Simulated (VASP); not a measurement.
# V (Im-3m) in VASP: further runs

Aim: see how the results for V move with the level of theory and the settings. Levels: PBE, PBEsol. Tasks: equation of state.

Program: VASP 6.6.1. These are calculated values, not measurements. Logs are shortened: lines on timing, memory, paths and dates and some standing lists are left out, and cuts for length are marked.

### 1 The structure

Symmetry: Im-3m, No. 229, cubic system. The conventional cell has a = 3.029 Å, b = 3.029 Å, c = 3.029 Å, α = 90.00°, β = 90.00°, γ = 90.00°. V (site symmetry m-3m) is surrounded by 8 V at 2.62 Å.

### 2 Equation of state, PBE, collinear spin, ferromagnetic start, 13.06 Å³/atom (volume scaled by 0.94)

The input, INCAR:

```
SYSTEM = V
ALGO = Normal ; EDIFF = 1E-7
ENCUT = 520 ; GGA = PE
ISIF = 2 ; ISMEAR = -1
ISPIN = 2 ; LASPH = .TRUE.
LCHARG = .FALSE. ; LMAXMIX = 4
LORBIT = 11 ; LREAL = .FALSE.
LWAVE = .FALSE. ; MAGMOM = 2
NBANDS = 16 ; NELM = 120
PREC = Accurate ; SIGMA = 0.05
```

The input, KPOINTS:

```
k-points
0
G
  12 12 12
  0 0 0
```

The input, POSCAR:

```
V
1.0
   -1.4834362237      1.4834362237      1.4834362237
    1.4834362237     -1.4834362237      1.4834362237
    1.4834362237      1.4834362237     -1.4834362237
V
1
Direct
    0.0000000000      0.0000000000      0.0000000000
```

Potentials or basis: VASP PAW PBE potentials, release 64 (V_sv).

Started as:

```
$ cat potpaw_PBE.64/V_sv/POTCAR > POTCAR
$ mpirun -np 1 vasp_std > vasp.out
```

OUTCAR:

```text
SYSTEM = V
   EDIFF = 1E-7
   ENCUT = 520
   GGA = PE
   ISIF = 2
   ISMEAR = -1
   ISPIN = 2
   LASPH = .TRUE.
   LORBIT = 11
   LREAL = .FALSE.
   NELM = 120
   PREC = Accurate

 ion  position               nearest neighbor table
   1  0.000  0.000  0.000-

  LATTYP: Found a body centered cubic cell.
 ALAT       =     2.9668724474

  Lattice vectors:

 A1 = (  -1.4834362237,   1.4834362237,   1.4834362237)
 A2 = (   1.4834362237,  -1.4834362237,   1.4834362237)
 A3 = (   1.4834362237,   1.4834362237,  -1.4834362237)

Analysis of symmetry for initial positions (statically):
=====================================================================
 Subroutine PRICEL returns:
 Original cell was already a primitive cell.

 Routine SETGRP: Setting up the symmetry group for a
 body centered cubic supercell.

 Subroutine GETGRP returns: Found 48 space group operations
 (whereof 48 operations were pure point group operations)
 out of a pool of 48 trial point group operations.

The static configuration has the point symmetry O_h .

Analysis of symmetry for dynamics (positions and initial velocities):
=====================================================================
 Subroutine PRICEL returns:
 Original cell was already a primitive cell.

 Routine SETGRP: Setting up the symmetry group for a
 body centered cubic supercell.

 Subroutine GETGRP returns: Found 48 space group operations
 (whereof 48 operations were pure point group operations)
 out of a pool of 48 trial point group operations.

The dynamic configuration has the point symmetry O_h .

Analysis of structural, dynamic, and magnetic symmetry:
=====================================================================
 Subroutine PRICEL returns:
 Original cell was already a primitive cell.

 Routine SETGRP: Setting up the symmetry group for a
 body centered cubic supercell.

 Subroutine GETGRP returns: Found 48 space group operations
 (whereof 48 operations were pure point group operations)
 out of a pool of 48 trial point group operations.

The overall configuration has the point symmetry O_h .

 Subroutine INISYM returns: Found 48 space group operations
 (whereof 48 operations are pure point group operations),
 and found     1 'primitive' translations

----------------------------------------------------------------------------------------

                                     Primitive cell

  volume of cell :      13.0577

  direct lattice vectors                    reciprocal lattice vectors
    -1.483436224  1.483436224  1.483436224     0.000000000  0.337055272  0.337055272
     1.483436224 -1.483436224  1.483436224     0.337055272  0.000000000  0.337055272
     1.483436224  1.483436224 -1.483436224     0.337055272  0.337055272  0.000000000

  length of vectors
     2.569386909  2.569386909  2.569386909     0.476668137  0.476668137  0.476668137

  position of ions in fractional coordinates (direct lattice)
     0.000000000  0.000000000  0.000000000

  ion indices of the primitive-cell ions
   primitive index   ion index
                 1           1

----------------------------------------------------------------------------------------

 KPOINTS: k-points

Automatic generation of k-mesh.
 Grid dimensions read from file:
 generate k-points for:   12   12   12

 Generating k-lattice:

  Cartesian coordinates                     Fractional coordinates (reciprocal lattice)
     0.000000000  0.028087939  0.028087939     0.083333333  0.000000000  0.000000000
     0.028087939  0.000000000  0.028087939     0.000000000  0.083333333  0.000000000
     0.028087939  0.028087939  0.000000000     0.000000000  0.000000000  0.083333333

  Length of vectors
     0.039722345  0.039722345  0.039722345

  Shift w.r.t. Gamma in fractional coordinates (k-lattice)
     0.000000000  0.000000000  0.000000000

 Subroutine IBZKPT returns following result:
 ===========================================

 Found     72 irreducible k-points:

 Following reciprocal coordinates:
            Coordinates               Weight
  0.000000  0.000000  0.000000      1.000000
  0.083333  0.000000  0.000000     12.000000
  0.166667  0.000000  0.000000     12.000000
  0.250000  0.000000  0.000000     12.000000
  0.333333  0.000000  0.000000     12.000000
  0.416667  0.000000  0.000000     12.000000
[... 42 lines left out ...]
 -0.250000  0.250000  0.166667     24.000000
 -0.333333  0.333333  0.166667     24.000000
 [... further k-points ...]
   k-points           NKPTS =     72   k-points in BZ     NKDIM =     72   number of bands    NBANDS=     16
   number of dos      NEDOS =    301   number of ions     NIONS =      1
   total plane-waves  NPLWV =   8000
   dimension x,y,z NGX =    20 NGY =   20 NGZ =   20
   dimension x,y,z NGXF=    40 NGYF=   40 NGZF=   40
   ions per type =               1
   NGX,Y,Z   is equivalent  to a cutoff of  12.94, 12.94, 12.94 a.u.
   NGXF,Y,Z  is equivalent  to a cutoff of  25.88, 25.88, 25.88 a.u.
 SYSTEM =  V
   PREC   = accura    normal or accurate (medium, high low for compatibility)
   ISTART =      0    job   : 0-new  1-cont  2-samecut
   ICHARG =      2    charge: 1-file 2-atom 10-const
   ISPIN  =      2    spin polarized calculation?
   LNONCOLLINEAR =      F non collinear calculations
   LSORBIT =      F    spin-orbit coupling
   LASPH  =      T    aspherical Exc in radial PAW
   ENCUT  =  520.0 eV  38.22 Ry    6.18 a.u.   4.78  4.78  4.78*2*pi/ulx,y,z
   NELM   =    120;   NELMIN=  2; NELMDL= -5     # of ELM steps
   EDIFF  = 0.1E-06   stopping-criterion for ELM
   LREAL  =      F    real-space projection
   EDIFFG = 0.1E-05   stopping-criterion for IOM
   NSW    =      0    number of steps for IOM
   IBRION =     -1    ionic relax: 0-MD 1-quasi-New 2-CG
   NFREE  =      0    steps in history (QN), initial steepest desc. (CG)
   ISIF   =      2    stress and relaxation
   ISYM   =      2    0-nonsym 1-usesym 2-fastsym
   POTIM  = 0.5000    time-step for ionic-motion
   TEBEG  =    0.0;   TEEND  =   0.0 temperature during run
   PSTRESS=    0.0 pullay stress
   NELECT =      13.0000    total number of electrons
   NUPDOWN=      -1.0000    fix difference up-down
   EMIN   =  10.00;   EMAX   =-10.00  energy-range for DOS
   EFERMI =   0.00;   METHOD = LEGACY
   ISMEAR =    -1;   SIGMA  =   0.05  broadening in eV -4-tet -1-fermi 0-gaus
   EFERMI_NEDOS =   21; number of points for ismear=-14 and -15
   IALGO  =     38    algorithm
   IMIX   =      4    mixing-type and parameters
     AMIX     =   0.40;   BMIX     =  1.00
     AMIX_MAG =   1.60;   BMIX_MAG =  1.00
  volume/ion in A,a.u.               =      13.06        88.12
  Fermi-wavevector in a.u.,A,eV,Ry     =   1.634684  3.089104 36.357364  2.672191
  Thomas-Fermi vector in A             =   2.726282
   LORBIT       =     11    0 simple, 1 ext, 2 COOP (PROOUT), +10 PAW based schemes
   GGA     = PE    functional components
   LHFCALC =     F    Hartree Fock is set to
   AEXX    =    0.0000 exact exchange contribution
   IVDW    =     0    specifies the selected vdW correction
   LEPSILON=     F    determine dielectric tensor
   LRPA    =     F    only Hartree local field effects (RPA)
 spin polarized calculation
  energy-cutoff  :      520.00
  volume of cell :       13.06
 maximum number of plane-waves:       370
   NGX =  9   NGY =  9   NGZ =  9

 number of electron      12.9999998 magnetization       0.0002527

 number of electron      12.9999998 magnetization      -0.0000250

 Free energy of the ion-electron system (eV)
  ---------------------------------------------------
  ext. energy  EPLUGINS =         0.00000000
  ---------------------------------------------------
  free energy    TOTEN  =        -8.98614379 eV

  energy without entropy =       -8.96827917  energy(sigma->0) =       -8.97721148

 E-fermi :  10.0946     XC(G=0): -13.0727

 val. band max:       10.0792648739   @ k =   0.2500   0.0000   0.0000
 cond. band min:      10.1249841818   @ k =  -0.3333   0.3333   0.1667
 fundamental gap:      0.0457193079
 Fermi energy:        10.0946345108

 spin component 1

 k-point     1 :       0.0000    0.0000    0.0000
  band No.  band energies     occupation
      1     -53.5751      1.00000
      2     -26.8235      1.00000
      3     -26.8235      1.00000
      4     -26.8235      1.00000
      5       3.4480      1.00000
      6      10.5240      0.00019
[... 8 lines left out ...]
     15      38.1564      0.00000
     16      42.6809      0.00000

 k-point     2 :       0.0833    0.0000    0.0000
  band No.  band energies     occupation
      1     -53.5604      1.00000
      2     -26.8930      1.00000
      3     -26.8446      1.00000
      4     -26.8240      1.00000
      5       3.7350      1.00000
      6      10.4003      0.00221
[... 8 lines left out ...]
     15      38.6286      0.00000
     16      40.3475      0.00000

 k-point     3 :       0.1667    0.0000    0.0000
  band No.  band energies     occupation
      1     -53.5200      1.00000
      2     -27.0805      1.00000
      3     -26.9018      1.00000
      4     -26.8255      1.00000
      5       4.5370      1.00000
      6      10.0763      0.59084
[... 8 lines left out ...]
     15      37.5835      0.00000
     16      38.1351      0.00000
[... 666 lines left out ...]
 k-point    39 :       0.5000    0.5000    0.0833
  band No.  band energies     occupation
      1     -53.3413      1.00000
      2     -27.7944      1.00000
      3     -27.1565      1.00000
      4     -26.8783      1.00000
      5       7.0270      1.00000
      6       9.1508      1.00000
[... 8 lines left out ...]
     15      37.5643      0.00000
     16      38.0119      0.00000

 k-point    40 :      -0.4167    0.5000    0.0833
  band No.  band energies     occupation
      1     -53.3326      1.00000
      2     -27.7396      1.00000
      3     -27.2064      1.00000
      4     -26.9287      1.00000
      5       7.3714      1.00000
      6       9.3552      1.00000
[... 8 lines left out ...]
     15      36.1847      0.00000
     16      39.9857      0.00000

 [... further k-points ...]

 spin component 2

 k-point     1 :       0.0000    0.0000    0.0000
  band No.  band energies     occupation
      1     -53.5752      1.00000
      2     -26.8236      1.00000
      3     -26.8236      1.00000
      4     -26.8236      1.00000
      5       3.4480      1.00000
      6      10.5239      0.00019
[... 8 lines left out ...]
     15      38.1564      0.00000
     16      42.6809      0.00000

 k-point     2 :       0.0833    0.0000    0.0000
  band No.  band energies     occupation
      1     -53.5604      1.00000
      2     -26.8931      1.00000
      3     -26.8446      1.00000
      4     -26.8241      1.00000
      5       3.7350      1.00000
      6      10.4003      0.00221
[... 8 lines left out ...]
     15      38.6286      0.00000
     16      40.3476      0.00000

 k-point     3 :       0.1667    0.0000    0.0000
  band No.  band energies     occupation
      1     -53.5200      1.00000
      2     -27.0805      1.00000
      3     -26.9018      1.00000
      4     -26.8256      1.00000
      5       4.5370      1.00000
      6      10.0762      0.59098
[... 8 lines left out ...]
     15      37.5835      0.00000
     16      38.1351      0.00000
[... 666 lines left out ...]
 k-point    39 :       0.5000    0.5000    0.0833
  band No.  band energies     occupation
      1     -53.3413      1.00000
      2     -27.7944      1.00000
      3     -27.1565      1.00000
      4     -26.8783      1.00000
      5       7.0269      1.00000
      6       9.1507      1.00000
[... 8 lines left out ...]
     15      37.5643      0.00000
     16      38.0119      0.00000

 k-point    40 :      -0.4167    0.5000    0.0833
  band No.  band energies     occupation
      1     -53.3326      1.00000
      2     -27.7396      1.00000
      3     -27.2064      1.00000
      4     -26.9288      1.00000
      5       7.3714      1.00000
      6       9.3552      1.00000
[... 8 lines left out ...]
     15      36.1847      0.00000
     16      39.9857      0.00000

 [... further k-points ...]

------------------------ aborting loop because EDIFF is reached ----------------------------------------

 total charge

# of ion       s       p       d       tot
------------------------------------------
    1        2.350   6.231   3.127  11.708

 magnetization (x)

# of ion       s       p       d       tot
------------------------------------------
    1       -0.000  -0.000  -0.000  -0.000

  FORCE on cell =-STRESS in cart. coord.  units (eV):
  Direction    XX          YY          ZZ          XY          YZ          ZX
  --------------------------------------------------------------------------------------
  -------------------------------------------------------------------------------------
  Total        0.4893995      0.4893995      0.4893995      0.0000000      0.0000000     -0.0000000
  in kB       60.0492346     60.0492346     60.0492346      0.0000000      0.0000000     -0.0000000
  external PRESSURE =      60.0492346 kB  Pullay stress =       0.0000000 kB

 VOLUME and BASIS-vectors are now :
 -----------------------------------------------------------------------------
  energy-cutoff  :      520.00
  volume of cell :       13.06
      direct lattice vectors                 reciprocal lattice vectors
    -1.483436224  1.483436224  1.483436224     0.000000000  0.337055272  0.337055272
     1.483436224 -1.483436224  1.483436224     0.337055272  0.000000000  0.337055272
     1.483436224  1.483436224 -1.483436224     0.337055272  0.337055272  0.000000000

 POSITION                                       TOTAL-FORCE (eV/Angst)
 -----------------------------------------------------------------------------------
      0.00000      0.00000      0.00000         0.000000     -0.000000     -0.000000
 -----------------------------------------------------------------------------------
    total drift:                                0.000000     -0.000000      0.000000

  FREE ENERGIE OF THE ION-ELECTRON SYSTEM (eV)
  ---------------------------------------------------
  free  energy   TOTEN  =        -8.9861437904 eV

  energy  without entropy=       -8.9682791710  energy(sigma->0) =       -8.97721148

 total charge

# of ion       s       p       d       tot
------------------------------------------
    1        2.350   6.231   3.127  11.708

 magnetization (x)

# of ion       s       p       d       tot
------------------------------------------
    1       -0.000  -0.000  -0.000  -0.000
```

Wall time 36 s (1 thread of AMD EPYC 7R13 (Zen 3), shared host); peak memory 0.11 GiB.

Results:

| Quantity | Value |
| --- | --- |
| Free energy | -8.9861 eV |
| Pressure | 6.0 GPa |
| Band gap on the k mesh | none (metal or under the smearing width) |
| Net moment | 0.00 μB per cell |
| Valence electrons inside the program's atomic spheres | V 11.71 |

### 3 Equation of state, PBE, collinear spin, ferromagnetic start, 13.34 Å³/atom (volume scaled by 0.96)

The input, INCAR:

```
SYSTEM = V
  ALGO = Normal
  EDIFF = 1E-7
  ENCUT = 520
  GGA = PE
  ISIF = 2
  ISMEAR = -1
  ISPIN = 2
  LASPH = .TRUE.
  LCHARG = .FALSE.
  LMAXMIX = 4
  LORBIT = 11
  LREAL = .FALSE.
  LWAVE = .FALSE.
  MAGMOM = 2
  NBANDS = 16
  NELM = 120
  PREC = Accurate
  SIGMA = 0.05
```

KPOINTS is that of step 2.

The input, POSCAR:

```
V
1.0
   -1.4938833019      1.4938833019      1.4938833019
    1.4938833019     -1.4938833019      1.4938833019
    1.4938833019      1.4938833019     -1.4938833019
V
1
Direct
    0.0000000000      0.0000000000      0.0000000000
```

Potentials or basis: VASP PAW PBE potentials, release 64 (V_sv).

Started as:

```
$ cat potpaw_PBE.64/V_sv/POTCAR > POTCAR
$ mpirun -np 1 vasp_std > vasp.out
```

Wall time 36 s (1 thread of AMD EPYC 7R13 (Zen 3), shared host); peak memory 0.11 GiB.

The run converged. Its results:

```yaml
Free_energy: -8.9931 eV
Pressure: 1.9 GPa
Band_gap_on_the_k_mesh: none (metal or under the smearing width)
Net_moment: 0.00 μB per cell
Valence_electrons_inside_the_program's_atomic_spheres: V 11.67
```

### 4 Equation of state, PBE, collinear spin, ferromagnetic start, 13.61 Å³/atom (volume scaled by 0.98)

The input, INCAR:

```
PREC = Accurate ; ENCUT = 520
EDIFF = 1E-7 ; ISMEAR = -1
SIGMA = 0.05 ; LREAL = False
LASPH = True ; NELM = 150
ALGO = Normal ; ISIF = 2
LWAVE = False ; LCHARG = False
ISPIN = 2 ; MAGMOM = 2
LORBIT = 11 ; LMAXMIX = 4
GGA = PE ; NBANDS = 16
```

The input, KPOINTS:

```
regular mesh
0
Gamma
  12 12 12
```

The input, POSCAR:

```
V
1.0
   -1.5041862709      1.5041862709      1.5041862709
    1.5041862709     -1.5041862709      1.5041862709
    1.5041862709      1.5041862709     -1.5041862709
V
1
Direct
    0.0000000000      0.0000000000      0.0000000000
```

Started as:

```
$ cat potpaw_PBE.64/V_sv/POTCAR > POTCAR
$ mpirun -np 1 vasp_std > vasp.out
```

It took 47 s on 1 thread of AMD EPYC 7R13 (Zen 3), shared host; peak memory 0.11 GiB.

Results (log left out):

```
Free energy                                           : -8.9933 eV
Pressure                                              : -1.8 GPa
Band gap on the k mesh                                : none (metal or under the smearing width)
Net moment                                            : 0.00 μB per cell
Valence electrons inside the program's atomic spheres : V 11.63
```

### 5 Equation of state, PBE, collinear spin, ferromagnetic start, 14.17 Å³/atom (volume scaled by 1.02)

The input, INCAR:

```
SYSTEM = V
PREC = Accurate
ENCUT = 520
EDIFF = 1E-7
ISMEAR = -1
SIGMA = 0.05
LREAL = .FALSE.
LASPH = .TRUE.
NELM = 100
ALGO = Normal
ISIF = 2
LWAVE = .FALSE.
LCHARG = .FALSE.
ISPIN = 2
MAGMOM = 2
LORBIT = 11
LMAXMIX = 4
GGA = PE
NBANDS = 16
```

The input, KPOINTS:

```
regular mesh
0
G
  12 12 12
  0 0 0
```

The input, POSCAR:

```
V
1.0
   -1.5243791002      1.5243791002      1.5243791002
    1.5243791002     -1.5243791002      1.5243791002
    1.5243791002      1.5243791002     -1.5243791002
V
1
Direct
    0.0000000000      0.0000000000      0.0000000000
```

Started as:

```
$ cat potpaw_PBE.64/V_sv/POTCAR > POTCAR
$ mpirun -np 1 vasp_std > vasp.out
```

It took 38 s on 1 thread of AMD EPYC 7R13 (Zen 3), shared host; peak memory 0.11 GiB.

The run converged. Its results:

- Free energy: -8.9758 eV
- Pressure: -8.2 GPa
- Band gap on the k mesh: none (metal or under the smearing width)
- Net moment: 0.00 μB per cell
- Valence electrons inside the program's atomic spheres: V 11.57

### 6 Equation of state, PBE, collinear spin, ferromagnetic start, 14.45 Å³/atom (volume scaled by 1.04)

The input, INCAR:

```
SYSTEM = V
PREC = Accurate ; ENCUT = 520
EDIFF = 1E-7 ; ISMEAR = -1
SIGMA = 0.05 ; LREAL = .FALSE.
LASPH = .TRUE. ; NELM = 150
ALGO = Normal ; ISIF = 2
LWAVE = .FALSE. ; LCHARG = .FALSE.
ISPIN = 2 ; MAGMOM = 2
LORBIT = 11 ; LMAXMIX = 4
GGA = PE ; NBANDS = 16
```

The input, KPOINTS:

```
Automatic mesh
0
G
  12 12 12
  0 0 0
```

The input, POSCAR:

```
V
1.0
   -1.5342779432      1.5342779432      1.5342779432
    1.5342779432     -1.5342779432      1.5342779432
    1.5342779432      1.5342779432     -1.5342779432
V
1
Direct
    0.0000000000      0.0000000000      0.0000000000
```

Potentials or basis: VASP PAW PBE potentials, release 64 (V_sv).

Started as:

```
$ cat potpaw_PBE.64/V_sv/POTCAR > POTCAR
$ mpirun -np 1 vasp_std > vasp.out
```

It took 36 s on 1 thread of AMD EPYC 7R13 (Zen 3), shared host; peak memory 0.11 GiB.

The run converged. Its results:

```
Free energy                                           : -8.9591 eV
Pressure                                              : -11.0 GPa
Band gap on the k mesh                                : none (metal or under the smearing width)
Net moment                                            : 0.00 μB per cell
Valence electrons inside the program's atomic spheres : V 11.54
```

### 7 Equation of state, PBE, collinear spin, ferromagnetic start, 14.72 Å³/atom (volume scaled by 1.06)

The input, INCAR:

```
ALGO = Normal
EDIFF = 1E-7
ENCUT = 520
GGA = PE
ISIF = 2
ISMEAR = -1
ISPIN = 2
LASPH = True
LCHARG = False
LMAXMIX = 4
LORBIT = 11
LREAL = False
LWAVE = False
MAGMOM = 2
NBANDS = 16
NELM = 100
PREC = Accurate
SIGMA = 0.05
```

The input, KPOINTS:

```
k-points
0
Gamma
  12 12 12
```

The input, POSCAR:

```
V
1.0
   -1.5440506776      1.5440506776      1.5440506776
    1.5440506776     -1.5440506776      1.5440506776
    1.5440506776      1.5440506776     -1.5440506776
V
1
Direct
    0.0000000000      0.0000000000      0.0000000000
```

Started as:

```
$ cat potpaw_PBE.64/V_sv/POTCAR > POTCAR
$ mpirun -np 1 vasp_std > vasp.out
```

Run time: 38 s. Hardware: 1 thread of AMD EPYC 7R13 (Zen 3), shared host; peak memory 0.12 GiB.

It converged, with:

* Free energy: -8.9379 eV
* Pressure: -13.5 GPa
* Band gap on the k mesh: none (metal or under the smearing width)
* Net moment: 0.00 μB per cell
* Valence electrons inside the program's atomic spheres: V 11.51

[end of part 1 of 2]
